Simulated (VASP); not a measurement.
# Zn (I4/mmm) in VASP: a series of runs, part 2 of 2

VASP 6.6.1. Earlier steps stand in the parts before.

## (5) Single point, PBE (strain -0.050 along x and y, -0.025 along z, atoms carried along)

The input, INCAR:

```
SYSTEM = Zn
PREC = Accurate ; ENCUT = 520
EDIFF = 1E-6 ; ISMEAR = 0
SIGMA = 0.15 ; LREAL = .FALSE.
LASPH = .TRUE. ; NELM = 80
ALGO = Normal ; ISIF = 2
LWAVE = .FALSE. ; LCHARG = .FALSE.
GGA = PE ; NBANDS = 12
```

The input, KPOINTS:

```
Automatic mesh
0
G
  20 20 20
  0 0 0
```

The input, POSCAR:

```
Zn
1.0
    0.0000000000      1.8665372000      1.9156566000
    1.8665372000      0.0000000000      1.9156566000
    1.8665372000      1.8665372000      0.0000000000
Zn
1
Direct
    0.0000000000      0.0000000000      0.0000000000
```

Potentials or basis: VASP PAW PBE potentials, release 64 (Zn).

Command:

```sh
cat potpaw_PBE.64/Zn/POTCAR > POTCAR
mpirun -np 1 vasp_std > vasp.out
```

OUTCAR:

```text
SYSTEM = Zn
   PREC = Accurate
   ENCUT = 520
   EDIFF = 1E-6
   ISMEAR = 0
   LREAL = .FALSE.
   LASPH = .TRUE.
   NELM = 80
   ISIF = 2
   GGA = PE

 ion  position               nearest neighbor table
   1  0.000  0.000  0.000-

  LATTYP: Found a body centered tetragonal cell.
 ALAT       =     2.6396822229
 C/A-ratio  =     1.4514297088

  Lattice vectors:

 A1 = (  -1.8665372000,   0.0000000000,   1.9156566000)
 A2 = (   1.8665372000,   0.0000000000,   1.9156566000)
 A3 = (   0.0000000000,   1.8665372000,  -1.9156566000)

Analysis of symmetry for initial positions (statically):
=====================================================================
 Subroutine PRICEL returns:
 Original cell was already a primitive cell.

 Routine SETGRP: Setting up the symmetry group for a
 body centered tetragonal supercell.

 Subroutine GETGRP returns: Found 16 space group operations
 (whereof 16 operations were pure point group operations)
 out of a pool of 16 trial point group operations.

The static configuration has the point symmetry D_4h.

Analysis of symmetry for dynamics (positions and initial velocities):
=====================================================================
 Subroutine PRICEL returns:
 Original cell was already a primitive cell.

 Routine SETGRP: Setting up the symmetry group for a
 body centered tetragonal supercell.

 Subroutine GETGRP returns: Found 16 space group operations
 (whereof 16 operations were pure point group operations)
 out of a pool of 16 trial point group operations.

The dynamic configuration has the point symmetry D_4h.

 Subroutine INISYM returns: Found 16 space group operations
 (whereof 16 operations are pure point group operations),
 and found     1 'primitive' translations

----------------------------------------------------------------------------------------

                                     Primitive cell

  volume of cell :      13.3481

  direct lattice vectors                    reciprocal lattice vectors
[... 113 lines left out ...]
   IVDW    =     0    specifies the selected vdW correction
   LEPSILON=     F    determine dielectric tensor
   LRPA    =     F    only Hartree local field effects (RPA)
 non-spin polarized calculation
 Gauss-broadening in eV      SIGMA  =   0.15
  energy-cutoff  :      520.00
  volume of cell :       13.35
 maximum number of plane-waves:       373
   NGX =  9   NGY =  9   NGZ =  9

 number of electron      11.9999998 magnetization

 Free energy of the ion-electron system (eV)
  ---------------------------------------------------
  ext. energy  EPLUGINS =         0.00000000
  ---------------------------------------------------
  free energy    TOTEN  =        -1.01989905 eV

  energy without entropy =       -1.01680433  energy(sigma->0) =       -1.01835169

 E-fermi :   4.1131     XC(G=0): -12.2636

 val. band max:        4.1079972191   @ k =  -0.4000  -0.0000   0.3000
 cond. band min:       4.1149352324   @ k =  -0.4000   0.2000   0.0000
 fundamental gap:      0.0069380132
 Fermi energy:         4.1130536752

 k-point     1 :       0.0000    0.0000    0.0000
  band No.  band energies     occupation
      1      -7.3743      2.00000
      2      -3.9960      2.00000
      3      -3.9100      2.00000
      4      -3.9100      2.00000
      5      -3.4959      2.00000
      6      -3.4198      2.00000
      7      23.9381      0.00000
      8      24.1560      0.00000
      9      24.1560      0.00000
     10      24.2307      0.00000
     11      26.7920      0.00000
     12      26.8014      0.00000
[... 331 lines left out ...]
 k-point    24 :      -0.3500    0.0500    0.0000
  band No.  band energies     occupation
      1      -4.8982      2.00000
      2      -3.9471      2.00000
      3      -3.8542      2.00000
      4      -3.2639      2.00000
      5      -3.2562      2.00000
      6      -2.0526      2.00000
      7       6.9272      0.00000
      8      18.7312      0.00000
      9      22.1414      0.00000
     10      23.0682      0.00000
     11      25.2550      0.00000
     12      26.3421      0.00000

 [... further k-points ...]

------------------------ aborting loop because EDIFF is reached ----------------------------------------

  FORCE on cell =-STRESS in cart. coord.  units (eV):
  Direction    XX          YY          ZZ          XY          YZ          ZX
  --------------------------------------------------------------------------------------
  -------------------------------------------------------------------------------------
  Total        1.1492421      1.1492421      0.9349414      0.0000000      0.0000000      0.0000000
  in kB      137.9434674    137.9434674    112.2209654      0.0000000      0.0000000      0.0000000
  external PRESSURE =     129.3693000 kB  Pullay stress =       0.0000000 kB

 VOLUME and BASIS-vectors are now :
 -----------------------------------------------------------------------------
  energy-cutoff  :      520.00
  volume of cell :       13.35
      direct lattice vectors                 reciprocal lattice vectors
     0.000000000  1.866537200  1.915656600    -0.267875722  0.267875722  0.261007114
     1.866537200  0.000000000  1.915656600     0.267875722 -0.267875722  0.261007114
     1.866537200  1.866537200  0.000000000     0.267875722  0.267875722 -0.261007114

 POSITION                                       TOTAL-FORCE (eV/Angst)
 -----------------------------------------------------------------------------------
      0.00000      0.00000      0.00000         0.000000      0.000000      0.000000
 -----------------------------------------------------------------------------------
    total drift:                               -0.000000     -0.000000     -0.000000

  FREE ENERGIE OF THE ION-ELECTRON SYSTEM (eV)
  ---------------------------------------------------
  free  energy   TOTEN  =        -1.0198990453 eV

  energy  without entropy=       -1.0168043288  energy(sigma->0) =       -1.01835169
```

OSZICAR:

```text
N       E                     dE             d eps       ncg     rms          rms(c)
DAV:   1     0.414453844404E+02    0.41445E+02   -0.65885E+03 16144   0.164E+03
DAV:   2    -0.204177276785E-01   -0.41466E+02   -0.38891E+02 15872   0.216E+02
DAV:   3    -0.115361763376E+01   -0.11332E+01   -0.11312E+01 17884   0.355E+01
DAV:   4    -0.115581047616E+01   -0.21928E-02   -0.21928E-02 16948   0.147E+00
DAV:   5    -0.115581178369E+01   -0.13075E-05   -0.13079E-05 17848   0.357E-02    0.381E+00
DAV:   6    -0.103065114093E+01    0.12516E+00   -0.66672E-01 18416   0.167E+01    0.270E+00
DAV:   7    -0.102312216667E+01    0.75290E-02   -0.12191E-02 16740   0.219E+00    0.137E+00
DAV:   8    -0.101990086669E+01    0.32213E-02   -0.12294E-03 18980   0.533E-01    0.307E-02
DAV:   9    -0.101990046683E+01    0.39986E-06   -0.11206E-04 22028   0.164E-01    0.261E-02
DAV:  10    -0.101989921790E+01    0.12489E-05   -0.95344E-06 16040   0.521E-02    0.170E-03
DAV:  11    -0.101989904535E+01    0.17255E-06   -0.13128E-07  9508   0.663E-03
   1 F= -.10198990E+01 E0= -.10183517E+01  d E =-.309472E-02
```

Wall time 44 s (1 thread of AMD EPYC 9R14 (Zen 4), shared host); peak memory 0.17 GiB.

Results:

```
Free energy            : -1.0199 eV
Pressure               : 12.9 GPa
Band gap on the k mesh : none (metal or under the smearing width)
```

## (6) Overview

```csv
cell,gap on the mesh (eV),pressure (GPa)
"strain +0.000 along x and y, -0.025 along z, atoms carried along",none,2.3
"strain -0.050 along x and y, -0.050 along z, atoms carried along",none,16.6
"strain -0.050 along x and y, +0.000 along z, atoms carried along",none,10.0
"strain -0.050 along x and y, -0.025 along z, atoms carried along",none,12.9
```

Alike in all rows: task single point; level PBE; potentials or basis VASP PAW PBE potentials, release 64 (Zn); no spin polarisation; k mesh 20 × 20 × 20; cutoff (eV) 520; smearing gaussian 0.15 eV.

Caveats: so large a pressure means that the cell lies far from this level's equilibrium, or that cutoff or potentials fall short (some runs).

Absolute energies hang on the potentials; compare differences alone.
